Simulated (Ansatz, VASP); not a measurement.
## One calculation of GaN, two programs

```
CELL_PARAMETERS angstrom
3.17171 0.00000 0.00000
-1.58586 2.74678 0.00000
0.00000 0.00000 5.16634
ATOMIC_POSITIONS crystal
Ga 0.33333 0.66667 0.99917
Ga 0.66667 0.33333 0.49917
N 0.33333 0.66667 0.37583
N 0.66667 0.33333 0.87583
```

Alike in both runs: functional revPBE; dispersion D3(BJ); k mesh 8 × 8 × 6; occupations gaussian, width 0.05 eV; no spin polarisation.

Ansatz relaxed the structure, and its values are those at the end. VASP's run is a single point on that final structure, the one shown.

|  | VASP | Ansatz |
| --- | --- | --- |
| version | VASP 6.6.1 | Ansatz 0.2.0 |
| potentials or method | VASP PAW PBE potentials, release 64 (Ga_d, N) | scalar-relativistic, plane waves, PAW |
| plane-wave cutoff (eV) | 520 | 420 |
| valence electrons in the cell | 36 | 36 |

Ansatz gave:

```
gap on the k mesh at the Fermi level (eV) : 2.03
least direct gap on the mesh (eV)         : 2.03
pressure (GPa)                            : 3.8
rms of the force components (eV/Å)        : 0.003
dispersion energy (meV/atom)              : -499.0
```

Task: Which values does VASP return?

Result: gap on the k mesh at the Fermi level (eV): 2.05; least direct gap on the mesh (eV): 2.05; pressure (GPa): 3.6; rms of the force components (eV/Å): 0.003; dispersion energy (meV/atom): -498.9.

Caveats: the PAW data sets were made with another functional, which shifts forces and pressure a little (VASP).
